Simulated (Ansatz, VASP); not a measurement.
## In in VASP and in Ansatz

```
In
1.0
     4.00052    2.30970    7.02943
    -4.00052    2.30970    7.02943
     0.00000   -4.61940    7.02943
In
12
Cartesian
  -2.4875 1.4361 4.7827
  0.0000 -2.8723 4.7827
  2.4875 1.4361 4.7827
  2.4875 -1.4361 16.3056
  -2.4875 -1.4361 16.3056
  0.0000 2.8723 16.3056
  -1.5225 0.8790 7.6006
  0.0000 -1.7581 7.6006
  1.5225 0.8790 7.6006
  1.5225 -0.8790 13.4877
  -1.5225 -0.8790 13.4877
  0.0000 1.7581 13.4877
```

Alike in both runs: functional r2SCAN; k mesh 3 × 3 × 3; occupations gaussian, width 0.1 eV; no spin polarisation.

Ansatz relaxed the structure, and its values are those at the end. VASP's run is a single point on that final structure, the one shown.

```csv
,VASP,Ansatz
version,VASP 6.6.1,Ansatz 0.2.0
potentials or method,"VASP PAW PBE potentials, release 64 (In_d)","scalar-relativistic, plane waves, PAW"
plane-wave cutoff (eV),520,500
valence electrons in the cell,156,156
```

|  | VASP | Ansatz | Ansatz less VASP |
| --- | --- | --- | --- |
| gap on the k mesh at the Fermi level (eV) | none | none | - |
| pressure (GPa) | 0.0 | 0.0 | 0.00 |
| rms of the force components (eV/Å) | 0.007 | 0.007 | -0.0005 |

A gap of «none» marks a metal or a gap that the smearing closes.

Caveats: the PAW data sets were made with another functional, which shifts forces and pressure a little (VASP).
